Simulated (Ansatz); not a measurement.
**GaN (P6_3mc): the equilibrium volume**

At what volume is GaN (P6_3mc) free of pressure?

Program: Ansatz 0.2.0. Level of theory: DFT PBEsol, scalar-relativistic, plane waves, PAW. These are calculated values, not measurements.

3 further runs of the same task are left out: 3 set aside as unsound or not needed. Runs told in other sessions of the task aren't counted.

## 1. The starting structure

Symmetry: P6_3mc, No. 186, hexagonal system. The conventional cell has a = 3.189 Å, b = 3.189 Å, c = 5.192 Å, α = 90.00°, β = 90.00°, γ = 120.00°. Ga (site symmetry 3m) has 4 N at 1.95 to 1.96 Å in its first shell of neighbours. N (site symmetry 3m) is surrounded by 4 Ga at 1.95 to 1.96 Å.

As a file:

```
Ga N
1.0
     3.18893    0.00000    0.00000
    -1.59447    2.76169    0.00000
     0.00000    0.00000    5.19236
Ga N
2 2
Direct
  0.66667 0.33333 0.49908
  0.33333 0.66667 0.99908
  0.66667 0.33333 0.87592
  0.33333 0.66667 0.37592
```

## 2. At the starting volume (PBEsol, 6×6×4 mesh)

The input, input.yaml:

```yaml
crystal:
  lattice:
    - [3.1889304035, 0.0, 0.0]
    - [-1.5944652018, 2.7616947404, 0.0]
    - [0.0, 0.0, 5.19235725]
  atoms:
    - { symbol: Ga, position: [0.66666667, 0.33333333, 0.49908371] }
    - { symbol: Ga, position: [0.33333333, 0.66666667, 0.99908371] }
    - { symbol: "N", position: [0.66666667, 0.33333333, 0.87591629] }
    - { symbol: "N", position: [0.33333333, 0.66666667, 0.37591629] }
basis:
  ecutwfc: 420
kpoints:
  mp_grid: { grid: [6, 6, 4] }
hamiltonian:
  xc: pbesol
scf:
  occupations: { method: gaussian, width: 0.1 }
output:
  forces: true
  stress: true
  eigenvalues: true
```

On the command line:

```bash
ansatz run input.yaml --threads 8 --pin off --max-ram 16384MiB --backend cpu --events-out ev --progress --plain --runs-dir out
```

Log:

```text
Warning: RAYON_NUM_THREADS=8 ignored (pool sized by the plan → 8); use --threads N
Engine: ansatz 0.2.0, aarch64-unknown-linux-gnu
Pseudopotentials: kind: paw
Pseudopotential: Ga, paw, valence charge 13, recommended cutoff 420 eV (normal), Ga.paw.azcp
Pseudopotential: N, paw, valence charge 5, recommended cutoff 420 eV (normal), N.paw.azcp
Functional definition: PBEsol
  exchange = pbesol_x
  correlation = pbesol_c
Crystal: 4 atoms, lattice volume = 45.728 Å³
Basis set: ecut = 420 eV, 917 PW (Γ), exchange–correlation on 48×48×72 points (8 copies of the dense FFT grid, shifted against one another)
Bands: 22, of which v1, the nominal top of the filled ones, is band 18 counted from 1 (17 counted from 0)
Symmetry: 12 space group operations
Space group: P63mc (ITA 186), of the structure as read, at distance tolerance 3.6e-5 Å
k-points: 21 of 144 (time reversal used)
Non-local potential: Ga, projectors of the file, l = 0: 2, l = 1: 2, l = 2: 3, l = 3: 1
Non-local potential: N, projectors of the file, l = 0: 2, l = 1: 2, l = 2: 1
PAW form: soft (Blöchl's): semilocal exchange-correlation on the pseudo side does not see the compensation charge
PAW frozen core: Ga, regenerated for the run's functional, and the local potential with it (the file was generated under x = pbe(κ = 0.804, μ = 0.2195149727645171), c = pbe(β = 0.06672455060314922))
PAW frozen core: N, regenerated for the run's functional, and the local potential with it (the file was generated under x = pbe(κ = 0.804, μ = 0.2195149727645171), c = pbe(β = 0.06672455060314922))
PAW one-centre angular grid: Ga, 590 points (default); XC on 64 Gauss nodes
PAW one-centre angular grid: N, 110 points (default); XC on 64 Gauss nodes
Initial density: superposition of atomic densities (neutral atoms: chi_scale 0, normalization atom), corrected by the library's trained network
Initial wavefunctions: pseudopotential atomic-orbital guess
Functional: x = pbesol(κ = 0.804, μ = 0.12345679012345678), c = pbesol(β = 0.046)
SCF iter   1: F=—  HF=-8245.708483 eV  |F-HF|=—  |Δ(HF+E_count)|=         —  Δρ=1.25e-2  dr2=6.95e-2  ethr=1.77e-3  ⟨swp⟩=4.6  Hψ=1785  notcnv=0
preconditioner: auto → Resta (q_TF=auto, 2.622 Å⁻¹)  ε∞=5.0  [insulator: Δε(μ)=1.749 eV  Ē_g=16.460 eV  σ=0.100 eV  W_gap=1.00  n_scr=22 (ndim 8)  ℏωp=32.9 eV  f_vac=0.009  D(μ)=0.00/eV (n_scr^D=0)  ε∞_Penn≈5.0]
SCF iter   2: F=—  HF=-8245.688897 eV  |F-HF|=—  |Δ(HF+E_count)|=   1.96e-2  Δρ=1.84e-3  dr2=1.59e-3  ethr=1.93e-4  ⟨swp⟩=2.1  Hψ=809  notcnv=0
SCF iter   3: F=—  HF=-8245.688715 eV  |F-HF|=—  |Δ(HF+E_count)|=   1.82e-4  Δρ=8.69e-4  dr2=2.57e-4  ethr=4.40e-6  ⟨swp⟩=2.1  Hψ=597  notcnv=0
SCF iter   4: F=—  HF=-8245.688738 eV  |F-HF|=—  |Δ(HF+E_count)|=   2.22e-5  Δρ=1.54e-4  dr2=1.22e-5  ethr=7.14e-7  ⟨swp⟩=2.0  Hψ=840  notcnv=0
SCF iter   5: F=—  HF=-8245.688715 eV  |F-HF|=—  |Δ(HF+E_count)|=   2.23e-5  Δρ=1.04e-4  dr2=3.12e-6  ethr=3.39e-8  ⟨swp⟩=2.0  Hψ=836  notcnv=0
SCF iter   6: F=—  HF=-8245.688717 eV  |F-HF|=—  |Δ(HF+E_count)|=   1.92e-6  Δρ=1.99e-5  dr2=1.31e-7  ethr=8.67e-9  ⟨swp⟩=2.8  Hψ=840  notcnv=0
SCF iter   7: F=-8245.688717 eV  HF=-8245.688717 eV  |F-HF|=5.16e-9  |Δ(HF+E_count)|=   7.76e-8  Δρ=3.02e-6  dr2=4.10e-9  ethr=2.78e-10  ⟨swp⟩=4.0  Hψ=1577  notcnv=0
SCF 1 converged in 7 iterations: F = -8245.688717 eV  dr2 = 4.10e-9
SCF converged after 7 iterations
Free energy (F): -8245.688717 eV
Harris-Foulkes:  -8245.688717 eV  (|F-HF|=5.16e-9)
Internal energy: -8245.688717 eV  (E = F + TS)
E sigma→0 (E₀):  -8245.688717 eV
Fermi energy:    10.466145 eV
--- Per-component energies (eV) ---
  E_band       = -15.671113
  E_kinetic    = 493.117196
  E_local      = -3905.798507  (includes V_loc(G=0)·N_el)
  E_nonlocal   = 951.043420
  E_hartree    = 1794.030134
  E_xc         = -255.231696
  E_vxc        = -267.538158  (∫ρ·V_xc dr)
  E_paw        = -4152.126517  (= ΣΔE_a)
  E_vpaw       = -874.556208  (= ΣTr[D̂ρ^β])
  E_aug_tail   = 0.000113  (compensation charges beyond the density's cutoff)
  E_ewald      = -3172.505015
  E_core_change = 1.782153  (= ΣΔE_core)
  E_smearing   = -0.000000  (= −TS)
  E_closure    = 0.000000  (closes the sum)
  Σ components = -8245.688717   (vs F -8245.688717, Δ=0.00e0)
--- Forces (eV/Å), atoms counted from 1 ---
  atom   1  Ga    -0.00000000    -0.00000000     0.00559050
  atom   2  Ga     0.00000000     0.00000000     0.00559050
  atom   3  N     -0.00000000    -0.00000000    -0.00559315
  atom   4  N      0.00000000     0.00000000    -0.00559315
  max |Σ_I F_I| component: 5.30e-6 eV/Å
--- Stress (GPa, compression-positive) ---
       -1.034127      -0.000000      -0.000000
       -0.000000      -1.034127       0.000000
       -0.000000       0.000000      -0.970246
  P = ⅓ Tr σ = -1.0128 GPa (-10.128 kbar)
--- Band table (eV; the first three rows and the last of 21) ---
  k-point 0: bands = ["-6.4200", "-5.5057", "-3.9363", "-3.9214", "-3.9214", "-3.8607", "-3.8607", "-3.6693", "-3.6693", "-3.5709", "-3.5709", "-2.3002", "2.4283", "8.4999", "8.4999", "9.5050", "9.5433", "9.5433", "11.3853", "13.7026", "18.6257", "19.3233"]
  k-point 1: bands = ["-6.2430", "-5.5781", "-3.9178", "-3.9178", "-3.8797", "-3.8745", "-3.8745", "-3.6499", "-3.6499", "-3.5807", "-3.5807", "-2.8594", "3.4917", "7.9891", "8.6465", "8.6465", "9.3840", "9.3840", "12.5935", "13.8119", "18.2336", "18.9568"]
  k-point 2: bands = ["-5.8541", "-5.8541", "-3.9010", "-3.9010", "-3.9010", "-3.9010", "-3.6108", "-3.6108", "-3.6108", "-3.6108", "-3.5833", "-3.5833", "5.6729", "5.6729", "9.0089", "9.0089", "9.0089", "9.0089", "13.7139", "13.7139", "17.8958", "17.8958"]
  k-point 20: bands = ["-5.3353", "-5.3353", "-3.8030", "-3.8030", "-3.7867", "-3.7867", "-3.6488", "-3.6488", "-3.6244", "-3.6244", "-1.8472", "-1.8472", "3.3335", "3.3335", "5.2975", "5.2975", "8.0589", "8.0589", "15.8551", "15.8551", "16.7360", "16.7360"]
```

Run time: 0.53 s. Hardware: 8 threads of Arm Neoverse V1, shared host; peak memory 0.27 GiB.

Result: volume 11.432 Å³/atom, pressure -1.01 GPa, mesh gap 1.84 eV.

## 3. Full relaxation

Changes to input.yaml since step 2:

```diff
@@ -13,3 +13,3 @@
 kpoints:
-  mp_grid: { grid: [6, 6, 4] }
+  mp_grid: { grid: [9, 9, 6] }
 hamiltonian:
@@ -17,3 +17,3 @@
 scf:
-  occupations: { method: gaussian, width: 0.1 }
+  occupations: { method: gaussian, width: 0.02 }
 output:
@@ -22 +22,10 @@
   eigenvalues: true
+  write_density: true
+  write_potential: true
+  elf: true
+  volumetric_format: npy
+relax:
+  adjacent_minimum: "off"
+  f_tol: 0.005
+  max_steps: 80
+  cell: { stress_tol: 0.05 }
```

On the command line:

```bash
ansatz run input.yaml --threads 8 --pin off --max-ram 16384MiB --backend cpu --events-out ev --progress --plain --runs-dir out
```

Log:

```text
Warning: RAYON_NUM_THREADS=8 ignored (pool sized by the plan → 8); use --threads N
[... 7 set-up lines as earlier in the session ...]
Crystal: 4 atoms, lattice volume = 45.728 Å³
Basis set: ecut = 420 eV, 917 PW (Γ), exchange–correlation on 48×48×72 points (8 copies of the dense FFT grid, shifted against one another)
Bands: 22, of which v1, the nominal top of the filled ones, is band 18 counted from 1 (17 counted from 0)
[... 2 set-up lines as earlier in the session ...]
k-points: 48 of 486 (time reversal used)
[... 10 set-up lines as earlier in the session ...]
SCF iter   1: F=—  HF=-8245.713497 eV  |F-HF|=—  |Δ(HF+E_count)|=         —  Δρ=1.27e-2  dr2=7.15e-2  ethr=1.77e-3  ⟨swp⟩=5.3  Hψ=4351  notcnv=0
preconditioner: auto → Resta (q_TF=auto, 2.622 Å⁻¹)  ε∞=5.0  [insulator: Δε(μ)=1.749 eV  Ē_g=16.462 eV  σ=0.020 eV  W_gap=1.00  n_scr=22 (ndim 8)  ℏωp=32.9 eV  f_vac=0.009  D(μ)=0.00/eV (n_scr^D=0)  ε∞_Penn≈5.0]
SCF iter   2: F=—  HF=-8245.693356 eV  |F-HF|=—  |Δ(HF+E_count)|=   2.01e-2  Δρ=1.87e-3  dr2=1.62e-3  ethr=1.99e-4  ⟨swp⟩=2.1  Hψ=1849  notcnv=0
SCF iter   3: F=—  HF=-8245.693169 eV  |F-HF|=—  |Δ(HF+E_count)|=   1.87e-4  Δρ=8.90e-4  dr2=2.72e-4  ethr=4.51e-6  ⟨swp⟩=2.2  Hψ=1433  notcnv=0
SCF iter   4: F=—  HF=-8245.693190 eV  |F-HF|=—  |Δ(HF+E_count)|=   2.12e-5  Δρ=1.60e-4  dr2=1.32e-5  ethr=7.55e-7  ⟨swp⟩=2.0  Hψ=1920  notcnv=0
SCF iter   5: F=—  HF=-8245.693166 eV  |F-HF|=—  |Δ(HF+E_count)|=   2.41e-5  Δρ=1.07e-4  dr2=3.31e-6  ethr=3.66e-8  ⟨swp⟩=2.0  Hψ=1912  notcnv=0
SCF iter   6: F=—  HF=-8245.693168 eV  |F-HF|=—  |Δ(HF+E_count)|=   2.06e-6  Δρ=1.92e-5  dr2=1.25e-7  ethr=9.19e-9  ⟨swp⟩=2.7  Hψ=1896  notcnv=0
SCF iter   7: F=-8245.693168 eV  HF=-8245.693168 eV  |F-HF|=5.21e-9  |Δ(HF+E_count)|=   8.21e-8  Δρ=3.05e-6  dr2=4.15e-9  ethr=2.78e-10  ⟨swp⟩=7.0  Hψ=5855  notcnv=0
SCF 1 converged in 7 iterations: F = -8245.693168 eV  dr2 = 4.15e-9
relax step   1: F+E_penalty+E_count = -8245.69316828 eV  Δ(F+E_penalty+E_count) = +0.000e0 eV  max|allowed force component| = 5.576e-3 eV/Å  Δτ_max = 0.0000 Å  P = -0.992 GPa  Ω = 45.728 Å³  (7 SCF iters, dr2 threshold 1.00e-7 eV, accepted)
Crystal: 4 atoms, lattice volume = 45.584 Å³
Basis set: ecut = 420 eV, 893 PW (Γ), exchange–correlation on 48×48×72 points (8 copies of the dense FFT grid, shifted against one another)
Initial density: handed on by an earlier stage of this run
Initial wavefunctions: those handed on with the density
iter 1 solved again at ethr=4.91e-7 eV; its pass at ethr=3.10e-3 eV (dr2=1.77e-4 eV) is discarded
SCF iter   1: F=—  HF=-8245.694343 eV  |F-HF|=—  |Δ(HF+E_count)|=         —  Δρ=5.99e-4  dr2=1.80e-4  ethr=4.91e-7  ⟨swp⟩=2.4  Hψ=5244  notcnv=0
preconditioner: auto → Resta (q_TF=auto, 2.623 Å⁻¹)  ε∞=5.0  [insulator: Δε(μ)=1.866 eV  Ē_g=16.507 eV  σ=0.020 eV  W_gap=1.00  n_scr=22 (ndim 8)  ℏωp=33.0 eV  f_vac=0.007  D(μ)=0.00/eV (n_scr^D=0)  ε∞_Penn≈5.0]
SCF iter   2: F=—  HF=-8245.694279 eV  |F-HF|=—  |Δ(HF+E_count)|=   6.35e-5  Δρ=1.36e-4  dr2=7.88e-6  ethr=4.91e-7  ⟨swp⟩=2.0  Hψ=1348  notcnv=0
SCF iter   3: F=—  HF=-8245.694279 eV  |F-HF|=—  |Δ(HF+E_count)|=   1.89e-7  Δρ=7.81e-5  dr2=2.31e-6  ethr=1.11e-9  ⟨swp⟩=9.0  Hψ=8361  notcnv=0
SCF iter   4: F=-8245.694279 eV  HF=-8245.694279 eV  |F-HF|=1.94e-7  |Δ(HF+E_count)|=   3.50e-7  Δρ=1.69e-5  dr2=1.14e-7  ethr=1.11e-9  ⟨swp⟩=6.0  Hψ=6877  notcnv=0
SCF 2 converged in 4 iterations: F = -8245.694279 eV  dr2 = 1.14e-7
relax step   2: F+E_penalty+E_count = -8245.69427903 eV  Δ(F+E_penalty+E_count) = -1.111e-3 eV  max|allowed force component| = 3.622e-3 eV/Å  Δτ_max = 0.0004 Å  P = -0.392 GPa  Ω = 45.584 Å³  energy of the carried Pulay correction = +4.756e-4 eV  (4 SCF iters, dr2 threshold 4.00e-7 eV, accepted)
Crystal: 4 atoms, lattice volume = 45.490 Å³
iter 1 solved again at ethr=2.17e-7 eV; its pass at ethr=3.10e-3 eV (dr2=7.82e-5 eV) is discarded
SCF iter   1: F=—  HF=-8245.694743 eV  |F-HF|=—  |Δ(HF+E_count)|=         —  Δρ=3.93e-4  dr2=7.93e-5  ethr=2.17e-7  ⟨swp⟩=2.2  Hψ=5095  notcnv=0
preconditioner: auto → Resta (q_TF=auto, 2.624 Å⁻¹)  ε∞=5.0  [insulator: Δε(μ)=1.878 eV  Ē_g=16.521 eV  σ=0.020 eV  W_gap=1.00  n_scr=22 (ndim 8)  ℏωp=33.0 eV  f_vac=0.007  D(μ)=0.00/eV (n_scr^D=0)  ε∞_Penn≈5.0]
SCF iter   2: F=—  HF=-8245.694706 eV  |F-HF|=—  |Δ(HF+E_count)|=   3.69e-5  Δρ=8.74e-5  dr2=3.84e-6  ethr=2.17e-7  ⟨swp⟩=2.0  Hψ=1348  notcnv=0
SCF iter   3: F=—  HF=-8245.694706 eV  |F-HF|=—  |Δ(HF+E_count)|=   4.91e-8  Δρ=5.22e-5  dr2=1.14e-6  ethr=1.11e-9  ⟨swp⟩=9.0  Hψ=7784  notcnv=0
SCF iter   4: F=-8245.694706 eV  HF=-8245.694706 eV  |F-HF|=4.76e-9  |Δ(HF+E_count)|=   2.12e-7  Δρ=6.98e-6  dr2=1.90e-8  ethr=1.11e-9  ⟨swp⟩=8.9  Hψ=7261  notcnv=0
SCF 3 converged in 4 iterations: F = -8245.694706 eV  dr2 = 1.90e-8
relax step   3: F+E_penalty+E_count = -8245.69470630 eV  Δ(F+E_penalty+E_count) = -4.273e-4 eV  max|allowed force component| = 1.053e-3 eV/Å  Δτ_max = 0.0001 Å  P = +0.005 GPa  Ω = 45.490 Å³  energy of the carried Pulay correction = +7.876e-4 eV  (4 SCF iters, dr2 threshold 4.00e-7 eV, accepted)
Initial wavefunctions: pseudopotential atomic-orbital guess (no wavefunctions were taken with the density)
iter 1 solved again at ethr=2.09e-8 eV; its pass at ethr=3.10e-3 eV (dr2=7.51e-6 eV) is discarded
SCF iter   1: F=—  HF=-8245.694025 eV  |F-HF|=—  |Δ(HF+E_count)|=         —  Δρ=2.78e-5  dr2=6.20e-8  ethr=2.09e-8  ⟨swp⟩=3.1  Hψ=7502  notcnv=0
preconditioner: auto → Resta (q_TF=auto, 2.624 Å⁻¹)  ε∞=5.0  [insulator: Δε(μ)=1.875 eV  Ē_g=16.521 eV  σ=0.020 eV  W_gap=1.00  n_scr=22 (ndim 8)  ℏωp=33.0 eV  f_vac=0.007  D(μ)=0.00/eV (n_scr^D=0)  ε∞_Penn≈5.0]
SCF iter   2: F=—  HF=-8245.694012 eV  |F-HF|=—  |Δ(HF+E_count)|=   1.39e-5  Δρ=1.58e-5  dr2=2.86e-8  ethr=1.72e-10  ⟨swp⟩=2.0  Hψ=1920  notcnv=0
SCF iter   3: F=—  HF=-8245.694012 eV  |F-HF|=—  |Δ(HF+E_count)|=   2.83e-8  Δρ=6.31e-6  dr2=4.90e-9  ethr=7.94e-11  ⟨swp⟩=3.0  Hψ=2161  notcnv=0
SCF iter   4: F=—  HF=-8245.694012 eV  |F-HF|=—  |Δ(HF+E_count)|=   6.50e-9  Δρ=1.01e-6  dr2=3.28e-10  ethr=1.36e-11  ⟨swp⟩=2.0  Hψ=1874  notcnv=0
SCF iter   5: F=—  HF=-8245.694012 eV  |F-HF|=—  |Δ(HF+E_count)|=  1.91e-10  Δρ=4.33e-7  dr2=9.96e-11  ethr=1.00e-12  ⟨swp⟩=2.0  Hψ=1733  notcnv=0
SCF iter   6: F=-8245.694012 eV  HF=-8245.694012 eV  |F-HF|=0.00e0  |Δ(HF+E_count)|=  8.73e-11  Δρ=8.89e-8  dr2=4.74e-12  ethr=1.00e-12  ⟨swp⟩=5.0  Hψ=4637  notcnv=0
SCF 4 converged in 6 iterations: F = -8245.694012 eV  dr2 = 4.74e-12
relax step   4: F+E_penalty+E_count = -8245.69401154 eV  Δ(F+E_penalty+E_count) = +6.948e-4 eV  max|allowed force component| = 1.104e-3 eV/Å  Δτ_max = 0.0000 Å  P = -0.018 GPa  Ω = 45.490 Å³  stress off target by 2.35e-2 GPa  SCF on the basis re-selected at this cell (its energy is not comparable with the rows above)  (6 SCF iters)
basis re-selected at this cell: Δ(F+E_penalty+E_count) = +6.948e-4 eV, ΔP = -0.023 GPa vs the last step (what re-selecting the basis moved, of the pressure what is left beyond the Pulay correction that the steps carried, after the strain that the cell walked since its last selection, with what the two solves' SCF thresholds leave and, on support functions, any second-order correction that the steps lacked; it is no measure of the basis error at this ecutwfc). This SCF's stress stands 2.35e-2 GPa from its target on what of the cell is left free (relax.cell.stress_tol is 5.00e-2 GPa) and its largest allowed force component is 1.10e-3 eV/Å (relax.f_tol is 5.00e-3 eV/Å): within both
SCF converged after 6 iterations
Free energy (F): -8245.694012 eV
Harris-Foulkes:  -8245.694012 eV  (|F-HF|=0.00e0)
Internal energy: -8245.694012 eV  (E = F + TS)
E sigma→0 (E₀):  -8245.694012 eV
Fermi energy:    10.559497 eV
--- Per-component energies (eV) ---
  E_band       = -13.170655
  E_kinetic    = 493.532983
  E_local      = -3897.504202  (includes V_loc(G=0)·N_el)
  E_nonlocal   = 951.064494
  E_hartree    = 1790.960862
  E_xc         = -255.409179
  E_vxc        = -267.767381  (∫ρ·V_xc dr)
  E_paw        = -4152.066343  (= ΣΔE_a)
  E_vpaw       = -874.418292  (= ΣTr[D̂ρ^β])
  E_aug_tail   = 0.000111  (compensation charges beyond the density's cutoff)
  E_ewald      = -3178.054891
  E_core_change = 1.782153  (= ΣΔE_core)
  E_smearing   = -0.000000  (= −TS)
  E_closure    = -0.000000  (closes the sum)
  Σ components = -8245.694012   (vs F -8245.694012, Δ=0.00e0)
--- Forces (eV/Å), atoms counted from 1 ---
  atom   1  Ga    -0.00000000     0.00000000     0.00110334
  atom   2  Ga     0.00000000    -0.00000000     0.00110334
  atom   3  N     -0.00000000    -0.00000000    -0.00110379
  atom   4  N      0.00000000    -0.00000000    -0.00110379
  max |Σ_I F_I| component: 9.01e-7 eV/Å
--- Stress (GPa, compression-positive) ---
       -0.023479      -0.000000       0.000000
       -0.000000      -0.023479      -0.000000
        0.000000      -0.000000      -0.006544
  P = ⅓ Tr σ = -0.0178 GPa (-0.178 kbar)
--- Band table (eV; the first three rows and the last of 48) ---
  k-point 0: bands = ["-6.3872", "-5.4551", "-3.8621", "-3.8467", "-3.8467", "-3.7850", "-3.7850", "-3.5901", "-3.5901", "-3.4903", "-3.4903", "-2.2234", "2.4684", "8.5744", "8.5744", "9.5785", "9.6219", "9.6219", "11.4969", "13.8222", "18.7286", "19.4376"]
  k-point 1: bands = ["-6.3049", "-5.4865", "-3.8453", "-3.8453", "-3.8399", "-3.7916", "-3.7916", "-3.5808", "-3.5808", "-3.4947", "-3.4947", "-2.5131", "2.9850", "8.6407", "8.6407", "8.7587", "9.5486", "9.5486", "12.1853", "13.8773", "18.5359", "19.4693"]
  k-point 2: bands = ["-6.0857", "-5.5984", "-3.8392", "-3.8392", "-3.8079", "-3.8079", "-3.7476", "-3.5579", "-3.5579", "-3.5084", "-3.5084", "-3.0680", "4.2145", "7.3106", "8.8259", "8.8259", "9.3498", "9.3498", "13.1792", "13.9684", "18.1347", "18.5586"]
  k-point 47: bands = ["-5.2813", "-5.2813", "-3.7266", "-3.7266", "-3.7101", "-3.7101", "-3.5698", "-3.5698", "-3.5448", "-3.5448", "-1.7656", "-1.7656", "3.3898", "3.3898", "5.3492", "5.3492", "8.1230", "8.1230", "15.9625", "15.9625", "16.8237", "16.8237"]
--- Relaxed structure (3 steps of the walk, 3 accepted, 1 SCFs on fresh bases) ---
  F+E_penalty+E_count = -8245.69401154 eV   max|allowed force component| = 1.104e-3 eV/Å   (the final SCF, on the basis selected at the relaxed cell)
  cell:  # Å, volume = 45.4899 Å³
    - [3.182801755429529, 2.8812062974946945e-11, -4.120952192643607e-19]
    - [-1.5914008777397166, 2.7563871753972724, 3.599409311800446e-19]
    - [-6.709916268699377e-19, 2.893401258906064e-19, 5.185199502519441]
  atoms:
    - { symbol: Ga, position: [0.6666666666666665, 0.33333333333333326, 0.49917476324057725] }
    - { symbol: Ga, position: [0.33333333333333326, 0.6666666666666665, 0.9991747632405772] }
    - { symbol: N, position: [0.6666666666666665, 0.33333333333333326, 0.8758252367594228] }
    - { symbol: N, position: [0.33333333333333326, 0.6666666666666665, 0.37582523675942275] }
```

Run time: 4.3 s. Hardware: 8 threads of Arm Neoverse V1, shared host; peak memory 0.34 GiB.

Step by step:

| step | energy from step 1 (meV/atom) | largest force component (eV/Å) | pressure (GPa) | volume (Å³/atom) |
| --- | --- | --- | --- | --- |
| 1 | 0.0 | 0.006 | -0.99 | 11.432 |
| 2 | -0.3 | 0.004 | -0.39 | 11.396 |
| 3 | -0.4 | 0.001 | 0.01 | 11.372 |
| 4 | -0.2 | 0.001 | -0.02 | 11.372 |

Step 1 is the start. Step 4 repeats the geometry before it on a plane-wave basis chosen anew for the final cell, which shifts the energy by +0.2 meV/atom. The run keeps the 12 symmetry operations that it found, so it can't reach a distortion that breaks them.

Read off: volume 11.372 Å³/atom, pressure -0.02 GPa, gap on the mesh 1.88 eV.

## 4. The cell, before and after

The cell before and after:

| cell as typed | before | after | change |
| --- | --- | --- | --- |
| a (Å) | 3.189 | 3.183 | -0.2 % |
| b (Å) | 3.189 | 3.183 | -0.2 % |
| c (Å) | 5.192 | 5.185 | -0.1 % |
| volume (Å³/atom) | 11.432 | 11.372 | -0.5 % |
| shortest distance (Å) | 1.949 | 1.946 | -0.2 % |
| space group | P6_3mc | P6_3mc | same |

## 5. Outcome

```
         quantity                                                                       value
           volume                                                              11.372 Å³/atom
         pressure                                                                   -0.02 GPa
conventional cell  a = 3.183 Å, b = 3.183 Å, c = 5.185 Å, α = 90.00°, β = 90.00°, γ = 120.00°
  gap on the mesh                                                                     1.88 eV
```

**Reading.** From the first run shown, the volume went from 11.43 to 11.37 Å³/atom (-0.5 %) in 2 runs, where the pressure is zero within 0.02 GPa.

The gaps are Kohn-Sham values of a semilocal functional, not quasiparticle or optical gaps. Such gaps usually fall short of the measured ones.
